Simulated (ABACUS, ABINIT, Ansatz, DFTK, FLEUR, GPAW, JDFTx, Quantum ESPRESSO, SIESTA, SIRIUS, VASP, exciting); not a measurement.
Pb: 12 runs at one level of theory

```
Pb
1.0
    -0.00696    2.46968    2.44843
     2.44759   -0.02698    2.46845
     2.45382    2.49594   -0.03322
Pb
1
Direct
  0.98764 0.00709 0.01656
```

The given cell was strained at random by a few per cent at fixed volume.

Alike in all runs: task single point; functional PBEsol; k mesh 9 × 9 × 9; occupations fermi-dirac, width 0.05 eV; no spin polarisation; no spin-orbit coupling. Pressure is positive in compression and, in plane waves, holds the error of the finite cutoff.

```tsv
program and potentials	plane-wave cutoff (eV)	notes	pressure (GPa)	energy over the undisturbed cell (meV/atom)
ABACUS, PseudoDojo NC SR 0.4.1 PBEsol standard, plane waves	857	-	-0.55	1.91
DFTK, PseudoDojo SR PBEsol 0.4.1 standard (PBEsol)	925	-	-0.56	1.91
JDFTx, PseudoDojo-SR-PBEsol-0.4.1-standard with smoothed tails	762	-	-0.56	1.89
Ansatz, all-electron LAPW, scalar-relativistic	-	-	-0.58	-
GPAW, PAW data sets generated for this functional	600	-	-0.84	1.83
exciting, all-electron LAPW+lo, shipped species files, valence relativity iora*	-	-	-	2.09
SIRIUS, PseudoDojo 0.4.1 PBEsol standard (scalar relativistic)	765	-	-0.56	1.91
SIESTA, files PseudoDojo sr-pbesol-0.4.1-standard, DZP (energy shift 0.003 Ry; two zetas on semicore shells)	-	atomic basis	0.05	1.91
ABINIT, PseudoDojo NC SR PBEsol v0.4.1 standard	762	-	-0.56	1.91
VASP, PBE PAW files Pb_d, 520 eV	520	potentials made for PBE	-0.66	-
Quantum ESPRESSO, GBRV 1.5 PBEsol	612	-	-0.79	1.89
FLEUR, all-electron, FLAPW	-	-	-	1.92
```

The pressure spans -0.84 (GPAW, PAW data sets generated for this functional) to 0.05 GPa (SIESTA, files PseudoDojo sr-pbesol-0.4.1-standard, DZP (energy shift 0.003 Ry; two zetas on semicore shells)), with all-electron results at -0.58. Rows in atomic bases carry the error of their basis and grid, which can be large.

The functional is the same throughout but for its coding, so the spread measures potentials, basis and numerics; runs on potential files found faulty are left out.
